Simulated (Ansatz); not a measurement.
Elastic constants of BN at 3 GPa (stress–strain coefficients): input and output

These are results of DFT PBEsol, scalar-relativistic, plane waves, PAW (Ansatz 0.2.0), not measurements.

Launched with:
```bash
ansatz run input.yaml --threads 1 --pin off --max-ram 3072MiB --backend cpu --events-out ev --progress --plain --runs-dir out
```

Input (bare energies are in eV):
```yaml
crystal:
  lattice:
    - [2.487921708, 0.001615646, -0.223944969]
    - [-1.2352747628, 2.1595990533, 0.2239119776]
    - [-0.9677814309, -0.8826488467, 3.16927536]
  atoms:
    - { symbol: B, position: [0.9913450002, 0.9915776785, -0.0056913212] }
    - { symbol: "N", position: [0.6568039998, 0.3243063215, 0.9924963212] }
basis:
  ecutwfc: 420
kpoints:
  mp_grid: { grid: [12, 12, 12] }
hamiltonian:
  xc: pbesol
scf:
  occupations: { method: fixed }
output:
  forces: true
  stress: true
  eigenvalues: true
  polarization: {}
elastic:
  mode: relaxed_ion
  stencil: two_point
```

From the output:
```
--- Elastic constants: 4 strain directions × 2 members + reference (group order 2) ---
  dense FFT box of the reference and of every strained cell: 18×18×24
  strains applied: 11, 22, 33, 23; error gains: componentwise 1.73 (the most a stress slope's error grows in a printed constant), spectral 1.99 (1 for all six strains in a standard setting)
  reference relaxed by the batch: 3 steps; max|allowed force component| 1.62e-4 eV/Å at the deck's positions, 5.64e-6 at the last accepted step, 5.74e-6 by the solve of record
  largest displacement 2.9e-6 Å; the constants are those of the deck's cell at these positions:
  atoms:
    - { symbol: B, position: [0.9913459157852323, 0.9915774157218631, -0.00569066849290474] }
    - { symbol: N, position: [0.6568030842147677, 0.3243065842781369, 0.9924956684929047] }
  C = ∂σ_k/∂η_j (tension-positive GPa; Voigt order 11 22 33 23 13 12):
       935.350    226.940     12.098      5.991    -82.151      2.875
       226.892    944.135      9.383     53.050    -19.745      4.829
        11.988      9.271     47.526     -0.942      1.625     -2.369
         5.916     53.115     -0.843     14.802     -1.792    -31.101
       -82.095    -19.782      1.454     -1.792     16.857     12.475
         2.833      4.787     -2.367    -31.148     12.599    357.559
  reference stress σ⁰ (GPa):     -2.994     -2.993     -2.984     -0.001      0.002      0.001
  C* (energy form; C + prestress term) asymmetry max|C*_kj − C*_jk| = 1.686e-1 GPa — a small one proves nothing (zero by symmetry where the batch's group is 432, −43m or m−3m); a large one is finite-difference/SCF noise where every solve ...
  moduli (Voigt/Reuss/Hill, GPa): K = 269.29/44.97/157.13   G = 189.76/19.12/104.44   E = 256.49   ν = 0.228
  mechanically stable: yes (min eigenvalue of sym C = 8.84 GPa)
  e, the proper piezoelectric tensor (elastic.mode: relaxed_ion; C/m²; rows x y z; Voigt order 11 22 33 23 13 12):
       0.00675    0.00747   -0.02175    0.03415    0.00473   -0.36306
      -0.36547    0.35723    0.01260    0.04385    0.03415    0.00331
       0.05338    0.09249   -0.22604    0.01558   -0.02688    0.03415
  ±, each entry's uncertainty from the finite density of the strings (C/m²), an estimate: the size of the correction for it that the entry includes:
       0.00106    0.00116    0.00096    0.00139    0.00106    0.00857
       0.00781    0.00911    0.00056    0.00053    0.00139    0.00014
       0.00103    0.00195    0.00376    0.00016    0.00028    0.00080
  the group's symmetry takes up to 2.1e-4 C/m² out of the measured responses: error of the strings' finite density and of the mesh across them, as far as it breaks the symmetry (raise kpoints.mp_grid and any string_points); the largest step ...
  strain η (Voigt 11):  stress-route row diagonal C_11 = 935.33 GPa, energy-path curvature d²(F+E_count+ΔE)/dδ²/Ω₀ = 934.42 GPa
         δ    σ_11 (GPa) F (eV) n_scf n_hpsi n_pw
    -2.000e-3      -4.8745        -533.7639329       4   98366    342   relax 4 steps, max|allowed force component| 2.47e-7 eV/Å
     2.000e-3      -1.1331        -533.7651768       4   98345    342   relax 4 steps, max|allowed force component| 4.56e-5 eV/Å
  strain η (Voigt 22):  stress-route row diagonal C_22 = 944.15 GPa, energy-path curvature d²(F+E_count+ΔE)/dδ²/Ω₀ = 943.14 GPa
         δ    σ_22 (GPa) F (eV) n_scf n_hpsi n_pw
    -2.000e-3      -4.8896        -533.7639254       4   98430    342   relax 4 steps, max|allowed force component| 3.13e-5 eV/Å
     2.000e-3      -1.1130        -533.7651838       4   98425    342   relax 4 steps, max|allowed force component| 2.67e-7 eV/Å
  strain η (Voigt 33):  stress-route row diagonal C_33 = 47.53 GPa, energy-path curvature d²(F+E_count+ΔE)/dδ²/Ω₀ = 47.68 GPa
         δ    σ_33 (GPa) F (eV) n_scf n_hpsi n_pw
    -2.000e-3      -3.0797        -533.7641190       4   98137    341   relax 4 steps, max|allowed force component| 2.71e-6 eV/Å
     2.000e-3      -2.8896        -533.7653688       4   98491    342   relax 4 steps, max|allowed force component| 2.96e-6 eV/Å
  strain η (Voigt 23):  stress-route row diagonal C_44 = 14.80 GPa, energy-path curvature d²(F+E_count+ΔE)/dδ²/Ω₀ = 16.31 GPa
         δ    σ_23 (GPa) F (eV) n_scf n_hpsi n_pw
    -2.000e-3      -0.0308        -533.7647584       4   98447    342   relax 4 steps, max|allowed force component| 1.01e-5 eV/Å
     2.000e-3       0.0284        -533.7647557       4  101810    342   relax 4 steps, max|allowed force component| 9.70e-6 eV/Å
--- Formal polarisation (Berry phase): one branch of a lattice of values; only differences between neighbouring runs are physical ---
  axis mesh electronic ionic p = total spread (rad) least overlap resolved gap  δp at fixed H ≤   (phases in cycles; p mod 1; gap in eV; gap and δp judge the states as solved, not the mesh's step, its ...
  b1    12×12×12        0.74655177     6.25805317     7.00460493      0.672847         0.9190        4.6814           1.2e-6
  b2    12×12×12       -0.59396295     4.59626517     4.00230222      0.552318         0.9173        4.6814           1.1e-6
  b3    12×12×12        0.06150082     4.94540634     5.00690716      0.060367         0.9805        4.6814           7.0e-7
  quantum along a1:   0.14856819 e/Å² =   238.032482 µC/cm²
  quantum along a2:   0.14856819 e/Å² =   238.032482 µC/cm²
  quantum along a3:   0.20395763 e/Å² =   326.776141 µC/cm²
  P = (  0.45423520,   0.25189842,   0.90377404) e/Å² = (  727.765017,   403.585758,  1448.005644) µC/cm²  (mod the quanta)
```

The run took 3.7 min on 1 thread of Intel(R) Xeon(R) 6975P-C (Granite Rapids), on a shared host, peak memory 0.54 GiB.

The crystal is built of layers and no dispersion correction was added, so the binding between them is poorly described, and with it their spacing and whatever depends on it.

This form isn't the usual stable structure of the compound at low pressure.